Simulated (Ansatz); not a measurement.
Born–Oppenheimer molecular dynamics of a periodic cell of 17 atoms, Si16O (host Si, host structure diamond, interstitial O). It goes on from the last frame of an earlier run, with new velocities.

These are results of DFT PBE, scalar-relativistic, plane waves, PAW in Ansatz, not measurements. Settings: accuracy low, PAW set soft_1, cutoff 420 eV, k mesh 2x2x2, fermi-dirac smearing 0.05 eV, spin collinear.

* ensemble: NVE (velocity Verlet)
* time step: 1 fs
* steps asked: 100
* starting velocities drawn for: 1680 K
* seed: 851386

First frame:

```xyz
17
Lattice="0.0000 5.4300 5.4300 5.4300 0.0000 5.4300 5.4300 5.4300 0.0000" Properties=species:S:1:pos:R:3
Si 0.141 0.157 0.484
Si 0.992 1.862 1.737
Si 2.627 2.872 0.104
Si 3.894 4.144 1.533
Si 2.337 0.233 2.848
Si 4.207 1.715 4.604
Si 5.282 2.763 3.050
Si 6.687 4.175 4.361
Si -0.232 3.300 3.084
Si 1.203 4.607 4.212
Si 2.486 5.818 2.768
Si 4.123 7.115 4.260
Si 2.740 3.272 5.832
Si 4.146 4.766 6.998
Si 5.586 5.847 5.500
Si 6.697 7.379 7.007
O 8.269 6.209 4.421
```

Problem. What does the run give?

Solution. All steps were run.

```json
{"steps done": "100", "time covered": "100 fs", "mean temperature over the second half": "1200 K", "spread of the potential energy over the second half": "20.8 meV per atom", "mean potential energy of the second half above the start": "58.5 meV per atom"}
```

The conserved energy stayed within 0.095 meV per atom of its start (net change 0.03 meV per atom), so the integration is sound. A run of 0.1 ps of so small a system gives no equilibrium averages. Limits of this set-up: coarse k mesh, a small cell, in which the defect meets its images, low accuracy level.

Problem. What happens to the structure?

Solution. Mean squared displacements from the first frame to the last, about the centre of mass: Si 0.26 Å², O 1.78 Å². The details hang on the random start.

Problem. How do temperature and energy run in time?

Solution. 
```csv
time (fs),T (K),potential energy less start (eV),conserved less start (meV/atom)
0,1680,0.000,0.00
5,1586,0.195,0.05
10,1555,0.259,0.07
15,1639,0.085,0.01
20,1700,-0.042,-0.01
25,1649,0.064,0.01
30,1521,0.329,0.03
35,1390,0.601,0.05
40,1304,0.778,0.05
45,1263,0.862,0.04
50,1245,0.901,0.04
55,1269,0.852,0.05
60,1349,0.685,0.03
65,1418,0.542,0.01
70,1398,0.583,0.00
75,1275,0.837,0.02
80,1105,1.190,0.04
85,965,1.479,0.06
90,917,1.580,0.08
95,1029,1.348,0.09
100,1323,0.739,0.03
```

The run took 26 min on 1 thread of Arm Neoverse V1, with other jobs on the host, peak memory 0.66 GiB.
